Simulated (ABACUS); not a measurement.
Ba:

```
Ba
1.0
    -2.50650    2.50650    2.50650
     2.50650   -2.50650    2.50650
     2.50650    2.50650   -2.50650
Ba
1
Direct
  0.00000 0.00000 0.00000
```

Base run:

| Quantity | Value |
| --- | --- |
| Program | ABACUS 3.10.1 |
| Functional | LDA |
| Potentials or basis | GBRV ultrasoft 1.5 LDA |
| Cutoff | 544 eV |
| Density cutoff | 4354 eV |
| Basis | plane waves |
| k mesh | 6 × 6 × 6 |
| Occupations | fermi-dirac, width 0.05 eV |
| Spin | no spin polarisation |

Its results: band gap on the k mesh none (metal or under the smearing width); pressure -1.3 GPa.

Q: The run is repeated on the same cell with these changes: functional from LDA to PBE; potentials or basis from GBRV ultrasoft 1.5 LDA to GBRV ultrasoft 1.5 PBE. What comes out?

A: Band gap on the k mesh none (metal or under the smearing width); pressure 0.1 GPa.
